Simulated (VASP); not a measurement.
# GaSb (F-43m) in VASP: notebook

GaSb is run at these levels: PBEsol, LDA; tasks: single point.

All numbers are computed with VASP 6.6.1; they aren't measurements. Logs are shortened: lines on timing, memory, paths and dates and some standing lists are left out, and cuts for length are marked.

**The experiment to reproduce.**

A printed reference work, data compilation reports, for a bulk crystal of GaSb at 4.2 K: band gap 0.811 eV (direct).

The runs below are set against these values where they give the same quantity.

### 1 The cell of the first run

The structure is cubic, space group F-43m (No. 216). The conventional cell has a = 6.118 Å, b = 6.118 Å, c = 6.118 Å, α = 90.00°, β = 90.00°, γ = 90.00°. Within 3.5 Å of Sb (site symmetry -43m) lie 4 Ga at 2.65 Å. Ga (site symmetry -43m) has 4 Sb at 2.65 Å within 3.5 Å.

### 2 Single point, PBEsol

Input file INCAR:

```
SYSTEM = GaSb
  PREC = Accurate
  ENCUT = 520
  EDIFF = 1E-6
  ISMEAR = -1
  SIGMA = 0.01
  LREAL = .False.
  LASPH = .True.
  NELM = 80
  ALGO = Normal
  ISIF = 2
  LWAVE = .False.
  LCHARG = .False.
  GGA = PS
  NBANDS = 16
```

Input file KPOINTS:

```
Automatic mesh
0
Gamma
  6 6 6
  0 0 0
```

Input file POSCAR:

```
GaSb
1.0
    0.0000000000      3.0590000000      3.0590000000
    3.0590000000      0.0000000000      3.0590000000
    3.0590000000      3.0590000000      0.0000000000
Sb Ga
1 1
Direct
    0.7500000000      0.7500000000      0.7500000000
    0.0000000000      0.0000000000      0.0000000000
```

Potentials or basis: VASP PAW PBE potentials, release 64 (Sb, Ga_d).

Launch:

```bash
> cat potpaw_PBE.64/Sb/POTCAR potpaw_PBE.64/Ga_d/POTCAR > POTCAR
> mpirun -np 1 vasp_std > vasp.out
```

OUTCAR:

```text
SYSTEM = GaSb
   PREC = Accurate
   ENCUT = 520
   EDIFF = 1E-6
   ISMEAR = -1
   LREAL = .False.
   LASPH = .True.
   NELM = 80
   ISIF = 2
   GGA = PS

 ion  position               nearest neighbor table
   1  0.750  0.750  0.750-   2 2.65   2 2.65   2 2.65   2 2.65
   2  0.000  0.000  0.000-   1 2.65   1 2.65   1 2.65   1 2.65

  LATTYP: Found a face centered cubic cell.
 ALAT       =     6.1180000000

  Lattice vectors:

 A1 = (   0.0000000000,   3.0590000000,   3.0590000000)
 A2 = (   3.0590000000,   0.0000000000,   3.0590000000)
 A3 = (   3.0590000000,   3.0590000000,   0.0000000000)

Analysis of symmetry for initial positions (statically):
=====================================================================
 Subroutine PRICEL returns:
 Original cell was already a primitive cell.

 Routine SETGRP: Setting up the symmetry group for a
 face centered cubic supercell.

 Subroutine GETGRP returns: Found 24 space group operations
 (whereof 24 operations were pure point group operations)
 out of a pool of 48 trial point group operations.

The static configuration has the point symmetry T_d .

Analysis of symmetry for dynamics (positions and initial velocities):
=====================================================================
 Subroutine PRICEL returns:
 Original cell was already a primitive cell.

 Routine SETGRP: Setting up the symmetry group for a
 face centered cubic supercell.

 Subroutine GETGRP returns: Found 24 space group operations
 (whereof 24 operations were pure point group operations)
 out of a pool of 48 trial point group operations.

The dynamic configuration has the point symmetry T_d .

 Subroutine INISYM returns: Found 24 space group operations
 (whereof 24 operations are pure point group operations),
 and found     1 'primitive' translations

----------------------------------------------------------------------------------------

                                     Primitive cell

  volume of cell :      57.2491

  direct lattice vectors                    reciprocal lattice vectors
     0.000000000  3.059000000  3.059000000    -0.163452109  0.163452109  0.163452109
     3.059000000  0.000000000  3.059000000     0.163452109 -0.163452109  0.163452109
     3.059000000  3.059000000  0.000000000     0.163452109  0.163452109 -0.163452109

  length of vectors
     4.326079287  4.326079287  4.326079287     0.283107357  0.283107357  0.283107357

  position of ions in fractional coordinates (direct lattice)
     0.750000000  0.750000000  0.750000000
     0.000000000  0.000000000  0.000000000

  ion indices of the primitive-cell ions
   primitive index   ion index
                 1           1
                 2           2

----------------------------------------------------------------------------------------

 KPOINTS: Automatic mesh

Automatic generation of k-mesh.
 Grid dimensions read from file:
 generate k-points for:    6    6    6

 Generating k-lattice:

  Cartesian coordinates                     Fractional coordinates (reciprocal lattice)
    -0.027242018  0.027242018  0.027242018     0.166666667  0.000000000  0.000000000
     0.027242018 -0.027242018  0.027242018     0.000000000  0.166666667  0.000000000
     0.027242018  0.027242018 -0.027242018     0.000000000  0.000000000  0.166666667

  Length of vectors
     0.047184559  0.047184559  0.047184559

  Shift w.r.t. Gamma in fractional coordinates (k-lattice)
     0.000000000  0.000000000  0.000000000

 Subroutine IBZKPT returns following result:
 ===========================================

 Found     16 irreducible k-points:

 Following reciprocal coordinates:
            Coordinates               Weight
  0.000000  0.000000  0.000000      1.000000
  0.166667  0.000000  0.000000      8.000000
  0.333333  0.000000  0.000000      8.000000
  0.500000  0.000000  0.000000      4.000000
  0.166667  0.166667  0.000000      6.000000
  0.333333  0.166667  0.000000     24.000000
[... 8 lines left out ...]
 -0.333333  0.333333  0.166667     24.000000
 -0.333333  0.500000  0.166667     12.000000
   k-points           NKPTS =     16   k-points in BZ     NKDIM =     16   number of bands    NBANDS=     16
   number of dos      NEDOS =    301   number of ions     NIONS =      2
   total plane-waves  NPLWV =  32768
   dimension x,y,z NGX =    32 NGY =   32 NGZ =   32
   dimension x,y,z NGXF=    64 NGYF=   64 NGZF=   64
   ions per type =               1   1
   NGX,Y,Z   is equivalent  to a cutoff of  12.30, 12.30, 12.30 a.u.
   NGXF,Y,Z  is equivalent  to a cutoff of  24.59, 24.59, 24.59 a.u.
 SYSTEM =  GaSb
   PREC   = accura    normal or accurate (medium, high low for compatibility)
   ISTART =      0    job   : 0-new  1-cont  2-samecut
   ICHARG =      2    charge: 1-file 2-atom 10-const
   ISPIN  =      1    spin polarized calculation?
   LNONCOLLINEAR =      F non collinear calculations
   LSORBIT =      F    spin-orbit coupling
   LASPH  =      T    aspherical Exc in radial PAW
   ENCUT  =  520.0 eV  38.22 Ry    6.18 a.u.   8.04  8.04  8.04*2*pi/ulx,y,z
   NELM   =     80;   NELMIN=  2; NELMDL= -5     # of ELM steps
   EDIFF  = 0.1E-05   stopping-criterion for ELM
   LREAL  =      F    real-space projection
   EDIFFG = 0.1E-04   stopping-criterion for IOM
   NSW    =      0    number of steps for IOM
   IBRION =     -1    ionic relax: 0-MD 1-quasi-New 2-CG
   NFREE  =      0    steps in history (QN), initial steepest desc. (CG)
   ISIF   =      2    stress and relaxation
   ISYM   =      2    0-nonsym 1-usesym 2-fastsym
   POTIM  = 0.5000    time-step for ionic-motion
   TEBEG  =    0.0;   TEEND  =   0.0 temperature during run
   PSTRESS=    0.0 pullay stress
   NELECT =      18.0000    total number of electrons
   NUPDOWN=      -1.0000    fix difference up-down
   EMIN   =  10.00;   EMAX   =-10.00  energy-range for DOS
   EFERMI =   0.00;   METHOD = LEGACY
   ISMEAR =    -1;   SIGMA  =   0.01  broadening in eV -4-tet -1-fermi 0-gaus
   EFERMI_NEDOS =   21; number of points for ismear=-14 and -15
   IALGO  =     38    algorithm
   IMIX   =      4    mixing-type and parameters
     AMIX     =   0.40;   BMIX     =  1.00
     AMIX_MAG =   1.60;   BMIX_MAG =  1.00
  volume/ion in A,a.u.               =      28.62       193.17
  Fermi-wavevector in a.u.,A,eV,Ry     =   1.113208  2.103657 16.860766  1.239231
  Thomas-Fermi vector in A             =   2.249790
   LORBIT       =      0    0 simple, 1 ext, 2 COOP (PROOUT), +10 PAW based schemes
   GGA     = PS    functional components
   LHFCALC =     F    Hartree Fock is set to
   AEXX    =    0.0000 exact exchange contribution
   IVDW    =     0    specifies the selected vdW correction
   LEPSILON=     F    determine dielectric tensor
   LRPA    =     F    only Hartree local field effects (RPA)
 non-spin polarized calculation
  energy-cutoff  :      520.00
  volume of cell :       57.25
 maximum number of plane-waves:      1572
   NGX = 17   NGY = 17   NGZ = 17

 number of electron      17.9999986 magnetization

 Free energy of the ion-electron system (eV)
  ---------------------------------------------------
  ext. energy  EPLUGINS =         0.00000000
  ---------------------------------------------------
  free energy    TOTEN  =        -8.12187336 eV

  energy without entropy =       -8.12167088  energy(sigma->0) =       -8.12177212

 E-fermi :   4.7482     XC(G=0):  -9.2618

 val. band max:        4.7392915384   @ k =   0.0000   0.0000   0.0000
 cond. band min:       5.0833770819   @ k =   0.5000   0.0000   0.0000
 fundamental gap:      0.3440855435
 Fermi energy:         4.7481500652

 k-point     1 :       0.0000    0.0000    0.0000
  band No.  band energies     occupation
      1     -10.2642      2.00000
      2     -10.2642      2.00000
      3     -10.2642      2.00000
      4     -10.2141      2.00000
      5     -10.2141      2.00000
      6      -6.7649      2.00000
[... 8 lines left out ...]
     15      13.3353      0.00000
     16      13.3353      0.00000

 k-point     2 :       0.1667    0.0000    0.0000
  band No.  band energies     occupation
      1     -10.2715      2.00000
      2     -10.2611      2.00000
      3     -10.2611      2.00000
      4     -10.2144      2.00000
      5     -10.2144      2.00000
      6      -6.4822      2.00000
[... 8 lines left out ...]
     15      12.3017      0.00000
     16      12.3017      0.00000

 k-point     3 :       0.3333    0.0000    0.0000
  band No.  band energies     occupation
      1     -10.2856      2.00000
      2     -10.2557      2.00000
      3     -10.2557      2.00000
      4     -10.2143      2.00000
      5     -10.2143      2.00000
      6      -5.7278      2.00000
[... 8 lines left out ...]
     15      12.8066      0.00000
     16      12.8066      0.00000

 k-point     4 :       0.5000    0.0000    0.0000
  band No.  band energies     occupation
      1     -10.2925      2.00000
      2     -10.2534      2.00000
      3     -10.2534      2.00000
      4     -10.2138      2.00000
      5     -10.2138      2.00000
      6      -5.1329      2.00000
[... 8 lines left out ...]
     15      14.5906      0.00000
     16      14.5906      0.00000

 k-point     5 :       0.1667    0.1667    0.0000
  band No.  band energies     occupation
      1     -10.2769      2.00000
      2     -10.2581      2.00000
      3     -10.2581      2.00000
      4     -10.2165      2.00000
      5     -10.2130      2.00000
      6      -6.3857      2.00000
[... 8 lines left out ...]
     15      12.1589      0.00000
     16      13.6921      0.00000

 k-point     6 :       0.3333    0.1667    0.0000
  band No.  band energies     occupation
      1     -10.2885      2.00000
      2     -10.2534      2.00000
      3     -10.2523      2.00000
      4     -10.2182      2.00000
      5     -10.2124      2.00000
      6      -5.7713      2.00000
[... 8 lines left out ...]
     15      13.3350      0.00000
     16      13.8899      0.00000

 k-point     7 :       0.5000    0.1667    0.0000
  band No.  band energies     occupation
      1     -10.2956      2.00000
      2     -10.2511      2.00000
      3     -10.2496      2.00000
      4     -10.2169      2.00000
      5     -10.2131      2.00000
      6      -4.9984      2.00000
[... 8 lines left out ...]
     15      14.4312      0.00000
     16      14.6439      0.00000

 k-point     8 :      -0.3333    0.1667    0.0000
  band No.  band energies     occupation
      1     -10.2925      2.00000
      2     -10.2519      2.00000
      3     -10.2518      2.00000
      4     -10.2152      2.00000
      5     -10.2147      2.00000
      6      -5.2261      2.00000
[... 8 lines left out ...]
     15      12.8727      0.00000
     16      14.4360      0.00000

 k-point     9 :      -0.1667    0.1667    0.0000
  band No.  band energies     occupation
      1     -10.2815      2.00000
      2     -10.2577      2.00000
      3     -10.2555      2.00000
      4     -10.2158      2.00000
      5     -10.2138      2.00000
      6      -6.0327      2.00000
[... 8 lines left out ...]
     15      12.9754      0.00000
     16      13.1512      0.00000

 k-point    10 :       0.3333    0.3333    0.0000
  band No.  band energies     occupation
      1     -10.2996      2.00000
      2     -10.2457      2.00000
      3     -10.2457      2.00000
      4     -10.2228      2.00000
      5     -10.2109      2.00000
      6      -5.3256      2.00000
[... 8 lines left out ...]
     15      14.7636      0.00000
     16      15.2277      0.00000

 k-point    11 :       0.5000    0.3333    0.0000
  band No.  band energies     occupation
      1     -10.3047      2.00000
      2     -10.2439      2.00000
      3     -10.2425      2.00000
      4     -10.2230      2.00000
      5     -10.2112      2.00000
      6      -4.6136      2.00000
[... 8 lines left out ...]
     15      15.0237      0.00000
     16      15.4674      0.00000

 k-point    12 :      -0.3333    0.3333    0.0000
  band No.  band energies     occupation
      1     -10.3006      2.00000
      2     -10.2475      2.00000
      3     -10.2452      2.00000
      4     -10.2189      2.00000
      5     -10.2138      2.00000
      6      -4.5514      2.00000
[... 8 lines left out ...]
     15      12.7891      0.00000
     16      16.6562      0.00000

 k-point    13 :       0.5000    0.5000    0.0000
  band No.  band energies     occupation
      1     -10.3101      2.00000
      2     -10.2393      2.00000
      3     -10.2393      2.00000
      4     -10.2263      2.00000
      5     -10.2099      2.00000
      6      -4.3016      2.00000
[... 8 lines left out ...]
     15      15.4739      0.00000
     16      16.0045      0.00000

 k-point    14 :       0.5000    0.3333    0.1667
  band No.  band energies     occupation
      1     -10.2972      2.00000
      2     -10.2496      2.00000
      3     -10.2467      2.00000
      4     -10.2195      2.00000
      5     -10.2126      2.00000
      6      -5.0822      2.00000
[... 8 lines left out ...]
     15      13.7032      0.00000
     16      15.6544      0.00000

 k-point    15 :      -0.3333    0.3333    0.1667
  band No.  band energies     occupation
      1     -10.3004      2.00000
      2     -10.2489      2.00000
      3     -10.2441      2.00000
      4     -10.2188      2.00000
      5     -10.2138      2.00000
      6      -4.5501      2.00000
[... 8 lines left out ...]
     15      15.1224      0.00000
     16      15.3805      0.00000

 k-point    16 :      -0.3333    0.5000    0.1667
  band No.  band energies     occupation
      1     -10.3051      2.00000
      2     -10.2452      2.00000
      3     -10.2407      2.00000
      4     -10.2221      2.00000
      5     -10.2123      2.00000
      6      -4.2675      2.00000
[... 8 lines left out ...]
     15      14.7468      0.00000
     16      16.0647      0.00000

------------------------ aborting loop because EDIFF is reached ----------------------------------------

  FORCE on cell =-STRESS in cart. coord.  units (eV):
  Direction    XX          YY          ZZ          XY          YZ          ZX
  --------------------------------------------------------------------------------------
  -------------------------------------------------------------------------------------
  Total        0.0098405      0.0098405      0.0098405      0.0000000      0.0000000     -0.0000000
  in kB        0.2753980      0.2753980      0.2753980      0.0000000      0.0000000     -0.0000000
  external PRESSURE =       0.2753980 kB  Pullay stress =       0.0000000 kB

 VOLUME and BASIS-vectors are now :
 -----------------------------------------------------------------------------
  energy-cutoff  :      520.00
  volume of cell :       57.25
      direct lattice vectors                 reciprocal lattice vectors
     0.000000000  3.059000000  3.059000000    -0.163452109  0.163452109  0.163452109
     3.059000000  0.000000000  3.059000000     0.163452109 -0.163452109  0.163452109
     3.059000000  3.059000000  0.000000000     0.163452109  0.163452109 -0.163452109

 POSITION                                       TOTAL-FORCE (eV/Angst)
 -----------------------------------------------------------------------------------
      4.58850      4.58850      4.58850        -0.000000     -0.000000     -0.000000
      0.00000      0.00000      0.00000         0.000000      0.000000      0.000000
 -----------------------------------------------------------------------------------
    total drift:                               -0.000000     -0.000000     -0.000000

  FREE ENERGIE OF THE ION-ELECTRON SYSTEM (eV)
  ---------------------------------------------------
  free  energy   TOTEN  =        -8.1218733625 eV

  energy  without entropy=       -8.1216708830  energy(sigma->0) =       -8.12177212
```

Run time: 6.8 s. Hardware: 1 thread of Intel Xeon 6975P-C (Granite Rapids), shared host; peak memory 0.18 GiB.

What came out:

| Quantity | Value |
| --- | --- |
| Free energy | -8.1219 eV |
| Pressure | 0.0 GPa |
| Band gap on the k mesh | zero (filled and empty bands touch) |

Caveat: the PAW data sets were made with another functional, which shifts forces and pressure a little; spin-orbit coupling is left out, which moves the levels of the heavy elements.

[end of part 1 of 2]
